Lead selenide is a small-gap semiconductor, and a small gap is a demanding thing to calculate: it is a modest difference between two band edges, each of which an approximate functional can displace. The table gives this difference for five functionals in one and the same crystal. Direct gap means the smallest vertical distance between filled and empty bands at one wave vector; gap means the smallest distance between any filled and any empty state along the path.

VASP 6.6.1, plane-wave Kohn–Sham DFT with PAW potentials, for rocksalt PbSe in one fixed cell (cubic edge 6.104 Å), without spin polarisation or spin–orbit coupling. All runs use a 520 eV cutoff, an 8 × 8 × 8 k-point mesh and Gaussian smearing of 0.03 eV; the gaps are read from bands along a path through special k-points.

| functional | potentials | gap on path (eV) | direct gap on path (eV) |
| --- | --- | --- | --- |
| LDA | VASP-PAW-LDA-potentials,-recommended | 0.134 | 0.134 |
| PBE | VASP-PAW-PBE-potentials,-recommended | 0.263 | 0.263 |
| PBEsol | VASP-PAW-PBE-potentials,-recommended | 0.174 | 0.174 |
| r2SCAN | VASP-PAW-PBE-potentials,-recommended | 0.549 | 0.549 |
| TB-mBJ | VASP-PAW-PBE-potentials,-recommended | 0.833 | 0.833 |

*Which orbitals does the gap separate?* In a simple ionic count, lead gives two electrons to selenium, keeps its 6s pair and is left with empty 6p orbitals. The filled side of the gap is then mainly selenium 4p and the empty side mainly lead 6p. The lead 6s pair is not idle, however. It lies below the selenium p levels, mixes with them where symmetry allows, and pushes them up.

At the zone centre Γ this mixing of s and p is forbidden, while at the zone-boundary point L it is allowed. The highest filled level should therefore lie higher at L than at Γ, and in the PBE calculation it does, by 1.9 eV. The 6s push is not the only cause: the pair of selenium p levels at L, which can't mix with s, also lies 0.4 eV above Γ. At Γ lead 6p and selenium 4p repel each other, the filled level down and the empty one up, and at L symmetry removes this repulsion. The lowest empty level accordingly runs the other way and is 4.5 eV lower at L. So the two edges meet at L, for PBE and for r2SCAN alike. For the other three functionals the gap is also direct; its position is not given, but the same value on mesh and path makes L very likely. Without spin–orbit coupling two edges in reversed order would have to cross on the line from L to W, which is part of the path, so a path gap no smaller than the mesh gap speaks for the normal order.

*Which functional gives the largest gap, and can the lattice be the reason?* The gap rises in the order LDA, PBEsol, PBE, r2SCAN, TB-mBJ. The first three lie within 0.13 eV of each other; then come two larger steps of a little under 0.3 eV each. From bottom to top the gap grows about sixfold. Since every row uses the same atomic positions and the same lattice constant, the order comes from the electronic treatment and not from longer or shorter bonds.

*Why do LDA, PBEsol and PBE stay so close together?* They share one basic construction. Each gives all electrons, in filled and empty states alike, the same local potential, built from the density and, in PBEsol and PBE, also from its gradient. The gradient makes this potential respond to how quickly the density changes, and the response is weaker in PBEsol than in PBE. It is therefore reasonable that PBEsol falls between the other two.

The comparison of PBEsol with PBE is the cleaner one, because both use the same description of the atomic cores; it gives 0.09 eV. LDA has its own core description, so its distance of 0.04 eV from PBEsol may not be due to the functional alone. Why a stronger gradient term should widen this gap, and not narrow it, can't be read from the table. It depends on the detailed shape of the two edge states.

*Why does r2SCAN open the gap further?* A true gap is the cost of removing one electron and adding it again elsewhere in the solid. When the added electron starts to fill a new band, the exact exchange-correlation potential jumps upwards by a constant, the derivative discontinuity. LDA and the gradient functionals have no such jump, so their gaps between filled and empty levels are usually too small. r2SCAN also depends on the kinetic-energy density, which is built from the orbitals themselves. Its effective potential can therefore act differently on different orbitals and bring part of the missing jump into the band gap.

That is the argument from theory. The table agrees with it, with a gap about twice that of PBE, but can't separate this effect from the other differences between the two functionals. TB-mBJ goes further still, but it is a different kind of method. Like LDA it gives all states one local potential, so locality alone does not force a small gap; but this potential is designed to give wider gaps, and it has no energy functional behind it. Its place at the top of the table shows the design at work and is not evidence that its gap is the best.

*Does r2SCAN simply lift the empty bands by a constant amount?* Not quite, and the filled bands move as well. From PBE to r2SCAN the vertical separation at Γ grows by 0.48 eV, but at L by only 0.29 eV. Someone who corrects PBE bands by moving all empty states up by the change of the gap would thus miss a good part of the change at Γ, and would overshoot at the mesh point next to L on the way to Γ, where the separation grows by only 0.19 eV.

The reason becomes visible if both edges at L are measured from the highest filled level at Γ. Going from PBE to r2SCAN, they move by

empty edge: (5.588 − 2.954) − (5.446 − 3.257) = 0.445 eV

filled edge: (5.039 − 2.954) − (5.183 − 3.257) = 0.159 eV

Both edges rise. The empty one moves almost as far as the lowest empty level at Γ does. The smaller growth at L therefore comes mostly from the filled edge, which follows the empty one part of the way.

The lead 6s pair offers a likely explanation for this. It contributes to the filled edge at L but not to the highest filled level at Γ. At L, lead 6s and selenium 4p mix into two levels: the filled edge on top and a partner far below. From PBE to r2SCAN the distance between these two grows from 8.86 to 9.13 eV. If the lead 6s level had merely come closer to selenium 4p, with the coupling between them unchanged, the distance would have shrunk. If it had merely moved away, the distance would have grown, but the filled edge would have sunk instead of rising. A selenium level that rose while 6s sank would also fit, but the pair of selenium p levels at L, which can't mix with 6s, moves by only about 0.01 eV on the same scale. The growth and the rise thus point, without proving it, to a stronger coupling, which pushes the upper level up and the lower one down. The assignment of the two levels rests on symmetry and on the usual order of the atomic levels, since the orbital make-up of the bands was not printed.

*What would change if each functional were given its own lattice constant?* The shared cell suits PBEsol, whose residual pressure is practically zero. PBE and r2SCAN find the same cell compressed, by 2.9 and 2.0 GPa, and would expand it. LDA finds it stretched and would shrink it. In PbSe the gap is known to grow with volume, chiefly because longer bonds weaken the push of lead 6s on the filled edge.

Relaxation should therefore raise the PBE and r2SCAN gaps and lower that of LDA, which is so small that it might even close. LDA and PBE would move further apart, and part of their new distance would be an effect of geometry. TB-mBJ has no energy to minimise, so it can't choose a lattice constant at all and must borrow one.

*What would spin–orbit coupling change, and would another element matter?* This coupling between an electron's spin and its orbital motion is absent from every row, although lead is a heavy atom. Its main effect can be pictured with the three lead p orbitals. At L the crystal separates them into a single orbital, which forms the empty edge, and a pair at higher energy. Spin–orbit coupling mixes the single orbital with the pair, and the mixing pushes the lower level down towards the filled states.

The size of this push follows from two energies. Let D be the distance from the single orbital to the pair, and Δ the spin–orbit splitting of the 6p level in a free lead atom. The mixing involves two levels, one at 0 and one at D − Δ/3, coupled by √2 Δ/3. With h = (D − Δ/3)/2, the lower level drops by

√(h² + 2Δ²/9) − h

The PBE bands give D = 1.41 eV, and Δ is roughly 1.4 eV, a recalled value. Then h is about 0.47 eV, the square root about 0.81 eV, and the drop about 0.3 eV.

The estimate has no adjusted constant, but it treats the empty levels as pure lead p and ignores the smaller shift of the filled edge. It is good for an order of magnitude: a few tenths of an electronvolt. That is enough to matter, because the whole gap is smaller than this in LDA and PBEsol and of similar size in PBE. Without a calculation that includes the coupling, the formula can't be checked here.

The same picture indicates what a change of element would do. Replacing selenium by the lighter sulfur would leave most of the correction in place, since it belongs to lead. Replacing lead by the lighter tin, with the rocksalt structure kept, would reduce it strongly, because the drop goes roughly as the square of Δ once Δ is small compared with D. This says little about the gap itself: tin 5s lies higher than lead 6s and pushes the filled edge harder, so in rocksalt SnSe the two edges at L are expected to be in reversed order.

*Which digits can be trusted, and is LDA right after all?* Gaps taken from the path and from the regular mesh agree within 1.4 meV, whereas neighbouring functionals differ by at least 40 meV. The order of the five rows is therefore not an accident of the chosen wave vectors, though the small step from LDA to PBEsol also contains the change of core description. The agreement is a modest test, though. For PBE and r2SCAN the point L belongs to both sets, so the same two levels are simply found twice.

As predictions of the real gap, the numbers are much less certain. The measured gap is, as a rough recalled value, 0.15 eV at low temperature and nearly twice that at room temperature. LDA seems to match the first and PBE the second, although a calculation with motionless atoms belongs with the low-temperature value. Yet both lack spin–orbit coupling, which would lower their gaps by an amount comparable to the gaps themselves. Two errors of opposite sign cancel: the functional makes the gap too small, and the missing coupling makes it too large.

Adding the coupling to LDA or to a gradient functional could even carry the empty edge below the filled one. The bands would then exchange their roles at L, and a gap could open again with the edges in reversed order. A table of gaps would still show a positive number, because it records a distance and not which orbital lies on top. A functional with a stronger inversion could then even show the larger gap, and the order found here would no longer rank the functionals in the same way.

r2SCAN and TB-mBJ start from wider gaps and have more room for the correction. The estimate is too coarse to tell which of them would end nearer to experiment. None of the five values should therefore be taken as the gap of PbSe. The calculation to ask for includes spin–orbit coupling and reports the orbital character of both edges at L.
